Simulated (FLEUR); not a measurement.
The system is In.

```
In
1.0
    -1.88253    1.88253    1.88253
     1.88253   -1.88253    1.88253
     1.88253    1.88253   -1.88253
In
1
Direct
  0.00000 0.00000 0.00000
```

This isn't the form of In at room conditions, which is tetragonal.

- Program: FLEUR MaX-R8.1 (later development tree)
- Task: single point
- Functional: PBEsol
- Potentials or basis: all-electron
- Basis: FLAPW
- Kmax: 4.1 1/bohr
- k mesh: 10 × 10 × 10
- Occupations: fermi-dirac, width 0.05 eV
- Spin: no spin polarisation
- Gmax: 12.7 1/bohr
- Muffin-tin radii: In 2.66 bohr
- lmax: In 10
- lnonsphr: In 10
- Local orbitals a species: In 5
- Max iterations: 60
- Mixing factor: 0.05
- Mixer: Anderson
- Mixer history: 15

On this cell: band gap on the k mesh none (metal or under the smearing width).

The same run follows on a disturbed copy (cell strained at random at fixed volume):

```
CELL_PARAMETERS angstrom
-1.86975 1.85713 1.91387
1.83353 -1.91280 1.93333
1.85852 1.90157 -1.96954
ATOMIC_POSITIONS crystal
In 0.99990 0.99783 0.00147
```

Question: What does the disturbed cell give?

Answer: The energy (extrapolated to zero smearing) moves by +1.5 meV/atom; band gap on the k mesh none (metal or under the smearing width).
